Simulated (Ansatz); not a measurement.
ZrC: equation of state with r2SCAN

The system is ZrC.

```
CELL_PARAMETERS angstrom
3.39148 0.00000 0.00000
-1.69574 2.93710 0.00000
0.00000 0.00000 5.29005
ATOMIC_POSITIONS crystal
Zr 0.66667 0.33333 0.75000
Zr 0.33333 0.66667 0.25000
C 0.00000 0.00000 0.50000
C 0.00000 0.00000 0.00000
```

The cell comes from a database or a generator and needn't be the stable form of this composition.

```yaml
Program: Ansatz 0.2.0
Task: equation of state
Functional: r2SCAN
Potentials_or_basis: Ansatz PAW
Cutoff: 500 eV
Density_cutoff: 2000 eV
k_mesh: 9 × 9 × 5
Occupations: fermi-dirac, width 0.05 eV
Spin: no spin polarisation
```

- Equilibrium volume: 13.04 Å³/atom
- Bulk modulus at fixed shape and positions: 227 GPa
- Pressure derivative of the bulk modulus: 4.1

Energy against volume, from the lowest point:
```tsv
volume (Å³/atom)	energy (meV/atom)
12.383	24.68
12.647	7.94
12.910	0.01
13.174	0.00
13.437	7.17
13.701	20.80
13.964	40.28
```

All runs of the series together: 22 s on 2 threads of AMD EPYC 7R13 Processor (Zen 3), with other jobs on the host.

Caveat: the cell was scaled at fixed shape and fractional positions, which overstates the stiffness of a crystal with free parameters, most of all of layers and chains; the PAW data sets were made with another functional, which shifts forces and pressure a little.
